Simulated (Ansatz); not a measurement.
## ZnSe at 4 GPa: from Born charge to LO–TO splitting and polaron coupling

All numbers below come from DFT PBE, scalar-relativistic, plane waves, PAW (Ansatz). Plane waves to 420 eV; Γ-centred k mesh 8×8×8; fixed occupations. No spin polarisation. Phonons by linear response, acoustic sum rule imposed.

The cell, relaxed at 4 GPa:
```yaml
crystal:
  lattice:
    - [0.00000, 2.80839, 2.80839]
    - [2.80839, 0.00000, 2.80839]
    - [2.80839, 2.80839, 0.00000]
  atoms:
    - { symbol: Zn, position: [0.00000, 0.00000, 0.00000] }
    - { symbol: Se, position: [0.75000, 0.75000, 0.75000] }
```

The run warned that the force constants aren't converged on this k mesh, so the frequencies and all that is formed from them are rough.

Linear response gives ν_TO = 216.1 cm⁻¹, Born charges ±2.011 e (positive on Zn) and ε∞ = 7.198. The primitive cell holds 44.300 Å³, and the masses are 65.380 and 78.971 amu.

Problem. Find ν_LO and the static dielectric constant.

Solution. The long-wave field adds a restoring force: ω_LO² − ω_TO² = Z*²e²/(ε_vac ε∞ μV). In these units ν_LO² − ν_TO² = 4.92064×10⁷ Z*²/(μ V ε∞) cm⁻², with μ = m₁m₂/(m₁ + m₂) = 35.768 amu: 17447 cm⁻². So ν_LO = √(216.1² + 17447) = 253.3 cm⁻¹, and the run gives 253.3. Lyddane–Sachs–Teller then gives ε0 = ε∞ (ν_LO/ν_TO)² = 9.89, against 9.89 in the run (it forms both from the same three quantities, so the match checks the arithmetic only). Between ν_TO and ν_LO the dielectric function is negative and an undamped crystal reflects fully: a reststrahlen band from 39.5 to 46.3 μm.

Problem. What do the Clausius–Mossotti polarisability and the Szigeti charge come to?

Solution. With the Lorentz local field, α = (3V/4π)(ε∞ − 1)/(ε∞ + 2) = 7.13 Å³ for the pair, and e_S = 3Z*/(ε∞ + 2) = 0.66 e. The Born charge includes the electrons' response to the dipole's own local field, and e_S takes that enhancement out. The Lorentz field assumes point-like polarisable ions, a poor picture once ε∞ is this large, since the electron clouds then overlap or are shared, so both numbers are formal here.

Problem. How strongly does a slow electron couple to the LO mode?

Solution. For one isotropic parabolic band, Fröhlich's constant is α_F = (1/ε∞ − 1/ε0) √(m* Ry/ħω_LO), with Ry = 13.606 eV, ħω_LO = 31.4 meV and m* in free-electron masses: α_F = 0.0378 × 20.82 × √m* = 0.79 √m*. The band mass isn't part of this run; for m* = 0.1, 0.3 and 1 it gives 0.25, 0.43, 0.79. In weak coupling the polaron lies α_F ħω_LO below the band edge (14 meV at m* = 0.3) with a mass m*(1 + α_F/6); past α_F of about 5 or 6 that expansion fails. A semilocal functional's ε∞ tends to be too large, which taken alone lowers α_F.

Cost: 1 run of about 1.4 core-minutes, on Arm Neoverse V1 (shared hosts).

The Born charge of 2.011 e lies close to the nominal valence of Zn and Se, but this doesn't make the crystal fully ionic. It is a dynamical charge, and in a partly covalent tetrahedral network it includes the charge that flows between Se 4p and Zn 4s states as the sublattices move apart. The same polarisable bonds give the large ε∞, which screens the long-range field and keeps the LO–TO splitting moderate. Most of the static dielectric response is therefore electronic, and the small lattice share is why the Fröhlich coupling is weak.

The squared splitting depends on charge, volume and ε∞, not on the short-range force constants. An error in those shifts both modes together, but it enters ε0 directly, since a softer TO mode gives a larger lattice response. The conduction-band minimum of ZnSe is s-like and light, so electrons probably belong at the lower end of the listed couplings. The estimate doesn't carry over to holes, whose p-like bands are degenerate and warped at Γ.
